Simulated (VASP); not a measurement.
Set up this calculation in VASP 6.6.1, as the native input.

```
Task                   : relaxation of cell and atoms
Functional             : BLYP
Dispersion             : D3(BJ)
Potentials or basis    : VASP PAW PBE potentials, release 64 (Hg, Se)
Cutoff                 : 600 eV
k mesh                 : 8 × 8 × 8
Occupations            : fermi-dirac, width 0.05 eV
Spin                   : no spin polarisation
Further INCAR settings : ALGO = Fast; EDIFF = 1e-06; IBRION = 2; EDIFFG = -0.02; NSW = 60; ISIF = 3
```

The structure of HgSe lies in POSCAR:

```
HgSe
1.0
    0.0000000000      3.0390000000      3.0390000000
    3.0390000000      0.0000000000      3.0390000000
    3.0390000000      3.0390000000      0.0000000000
Hg Se
1 1
Direct
    0.0000000000      0.0000000000      0.0000000000
    0.7500000000      0.7500000000      0.7500000000
```

The input as run:

INCAR

```
PREC     = Accurate       # precision mode
ENCUT    = 600            # plane-wave cutoff, eV
EDIFF    = 1E-6           # SCF threshold, eV
ISMEAR   = -1             # smearing method
SIGMA    = 0.05           # smearing width, eV
LREAL    = F              # projectors in reciprocal space
LASPH    = T              # aspherical terms in the spheres
NELM     = 80             # most SCF steps
ALGO     = Fast           # electronic algorithm
ISIF     = 3              # what is computed and relaxed
LWAVE    = F              # write WAVECAR
LCHARG   = F              # write CHGCAR
GGA      = B5             # functional
ALDAX    = 1.0          
AGGAX    = 1.0          
AGGAC    = 1.0          
ALDAC    = 0.0          
IVDW     = 12             # dispersion correction
VDW_S6   = 1.0          
VDW_S8   = 2.6996       
VDW_A1   = 0.4298       
VDW_A2   = 4.2359       
IBRION   = 2              # ionic algorithm
NSW      = 60             # ionic steps
EDIFFG   = -0.02          # ionic threshold
```

KPOINTS

```
Automatic mesh
0
Gamma
  8 8 8
```

Potentials or basis: VASP PAW PBE potentials, release 64 (Hg, Se).

Command:

```bash
$ cat potpaw_PBE.64/Hg/POTCAR potpaw_PBE.64/Se/POTCAR > POTCAR
$ mpirun -np 1 vasp_std > vasp.out
```

Results of the run:

```yaml
Relaxed_volume: 30.08 Å³/atom
Relaxed_cell: a = 4.398 Å, b = 4.398 Å, c = 4.398 Å, α = 60.00°, β = 60.00°, γ = 60.00°
Space_group_after_relaxing_to_0.05_Å: F-43m (No. 216)
Energy_gained_by_relaxing: 22.7 meV/atom
Ionic_steps: 3
Pressure_after_relaxing: 0.0 GPa
Band_gap_on_the_k_mesh: none (metal or under the smearing width)
Dispersion_energy_per_atom: -0.697 eV
```

Caveat: the PAW data sets were made with another functional, which shifts forces and pressure a little; pairwise dispersion overbinds metals, which lowers pressure and volume.

It took 89 s on 1 thread of Intel(R) Xeon(R) Platinum 8488C (Sapphire Rapids) (shared host), peak memory 0.23 GiB.
